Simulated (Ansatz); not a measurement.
## Rh: equation of state with PBE

**What was measured.**

From “Thermal equation of state of rhodium characterized by XRD in a resistively heated diamond anvil cell”, 2024, pmc:11535440, for a bulk crystal of Rh: bulk modulus 264 ± 1 GPa.

Crystal: Rh.

```xyz
1
Lattice="0.0000 1.8979 1.8979 1.8979 0.0000 1.8979 1.8979 1.8979 0.0000" Properties=species:S:1:pos:R:3 pbc="T T T"
Rh    0.0000    0.0000    0.0000
```

```yaml
Program: Ansatz 0.2.0
Task: equation of state
Functional: PBE
Potentials_or_basis: all-electron LAPW, scalar-relativistic
Basis_error_allowed: 0.0005 eV/atom
k_mesh: 12 × 12 × 12
Occupations: fermi-dirac, width 0.05 eV
Spin: no spin polarisation
```

```
Equilibrium volume                      : 14.03 Å³/atom
Bulk modulus                            : 258 GPa
Pressure derivative of the bulk modulus : 5.1
```

Energy against volume, from the lowest point:
```csv
volume (Å³/atom),energy (meV/atom)
12.851,95.88
13.125,54.11
13.398,25.14
13.671,7.52
13.945,0.00
14.218,1.42
14.492,10.76
```

All runs of the series together: 32 s on 1 thread of Intel(R) Xeon(R) 6975P-C (Granite Rapids) (shared host).

A measured bulk modulus of Rh is 264 GPa (quoted in “Thermal equation of state of rhodium characterized by XRD in a resistively heated diamond anvil cell”, 2024, pmc:11535440); the calculated 258 GPa misses it by -2.1 %. The fit is for a static lattice scaled at fixed shape and fixed fractional positions.

PBE usually gives volumes a little too large and moduli too small.
